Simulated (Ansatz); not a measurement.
**SnTe: equation of state with PBE+D3(BJ)**

The system is SnTe.

```
CELL_PARAMETERS angstrom
0.00000 3.61115 3.61115
3.61115 0.00000 3.61115
3.61115 3.61115 0.00000
ATOMIC_POSITIONS crystal
Te 0.24888 0.24909 0.25300
Sn 0.99894 0.00760 0.99570
```

The cell comes from a database or a generator and needn't be the stable form of this composition.

```yaml
Program: Ansatz 0.2.0
Task: equation of state
Functional: PBE
Dispersion: D3(BJ)
Potentials_or_basis: all-electron LAPW, relativistic spinors
Basis_error_allowed: 0.001 eV/atom
k_mesh: 5 × 5 × 5
Occupations: tetrahedron
Spin: spin-orbit coupling, no magnetisation
```

```json
{
  "Equilibrium volume": "45.51 Å³/atom (rough: see the caveat)",
  "Bulk modulus at fixed shape and positions": "33 GPa (rough)"
}
```

Energy against volume, from the lowest point:
```csv
volume (Å³/atom),energy (meV/atom)
44.265,3.58
45.207,0.00
46.149,0.62
47.091,4.73
48.033,11.61
48.974,20.63
49.916,31.07
```

All runs of the series together: 18 min on 1 thread of Arm Neoverse V2, with other jobs on the host.

Caveat: the fit is doubtful: noisy points or a state that changes with volume; the cell was scaled at fixed shape and fractional positions, which overstates the stiffness of a crystal with free parameters, most of all of layers and chains; with tetrahedron occupations forces and stress needn't match the slope of the energy.
